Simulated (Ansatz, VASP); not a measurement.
**Nb: VASP beside Ansatz**

```
Nb
1.0
    -1.65480    1.65480    1.65480
     1.65480   -1.65480    1.65480
     1.65480    1.65480   -1.65480
Nb
1
Direct
  0.00000 0.00000 0.00000
```

Alike in both runs: task single point; functional PBE; k mesh 13 × 13 × 13; no spin polarisation.

```csv
,VASP,Ansatz
version,VASP 6.6.1,Ansatz 0.2.0
potentials or method,"VASP PAW PBE potentials, release 64 (Nb_sv)","plane waves (420 eV) with PAW, scalar-relativistic"
plane-wave cutoff (eV),520,420
occupations,"methfessel-paxton of order 1, width 0.3 eV","cold, width 0.3 eV"
valence electrons in the cell,13,13
```

|  | VASP | Ansatz | Ansatz less VASP |
| --- | --- | --- | --- |
| pressure (GPa) | -0.7 | -0.3 | +0.35 |
